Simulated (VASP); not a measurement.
Br:

```xyz
4
Lattice="3.3632 -2.3226 0.0000 3.3632 2.3226 0.0000 0.0000 0.0000 8.7023" Properties=species:S:1:pos:R:3 pbc="T T T"
Br    3.3632    0.6266    3.3948
Br    3.3632    1.6959    7.7459
Br    3.3632   -0.6266    5.3075
Br    3.3632   -1.6959    0.9564
```

```yaml
Program: VASP 6.6.1
Task: relaxation of cell and atoms
Functional: LDA
Potentials_or_basis: VASP PAW LDA potentials, release 64 (Br)
Cutoff: 600 eV
k_mesh: 6 × 6 × 4
Occupations: gaussian, width 0.02 eV
Spin: no spin polarisation
```

At the start: pressure -1.2 GPa; volume 33.99 Å³/atom.

How do energy, volume and symmetry change on relaxing?

Over 21 steps the energy falls by 110.0 meV/atom and the volume is 27.38 Å³/atom (-19.4 %); space group Cmce (No. 64, to 0.05 Å).

The path:
```tsv
step	energy change (eV)	largest force (eV/Å)	pressure (GPa)	volume (Å³)
1	0.0000	0.7273	-1.18	135.95
2	-0.1234	0.2729	-2.08	131.07
3	-0.2756	0.4192	-3.01	119.92
4	-0.3413	0.3416	-2.02	115.79
5	-0.3772	0.3229	-0.58	111.22
6	-0.3784	0.3329	-0.21	110.20
7	-0.3784	0.3306	-0.30	110.39
8	-0.3860	0.2678	-0.21	110.56
9	-0.3992	0.1571	0.02	111.06
10	-0.4002	0.1946	0.14	111.27
11	-0.4065	0.1517	-0.12	111.61
12	-0.4151	0.0328	-0.82	112.64
13	-0.4203	0.0582	-0.68	112.26
14	-0.4306	0.1460	-0.23	111.12
15	-0.4229	0.3506	0.84	108.76
16	-0.4326	0.2060	0.07	110.43
17	-0.4364	0.1383	-0.03	110.24
18	-0.4391	0.0466	-0.17	109.88
19	-0.4399	0.0355	0.05	109.52
20	-0.4399	0.0347	0.11	109.44
21	-0.4401	0.0133	0.06	109.54
```

Final structure:
```yaml
crystal:
  lattice:
    - [3.31895, -1.95743, 0.00000]
    - [3.31895, 1.95743, 0.00000]
    - [0.00000, 0.00000, 8.43051]
  atoms:
    - { symbol: Br, position: [0.33736, 0.66264, 0.37924] }
    - { symbol: Br, position: [0.16264, 0.83736, 0.87924] }
    - { symbol: Br, position: [0.66264, 0.33736, 0.62076] }
    - { symbol: Br, position: [0.83736, 0.16264, 0.12076] }
```

Caveat: the volume moved by over 15 % at a fixed basis, so the end points are rough; the volume moved by -19 % from the deposited cell, more than functionals usually miss.
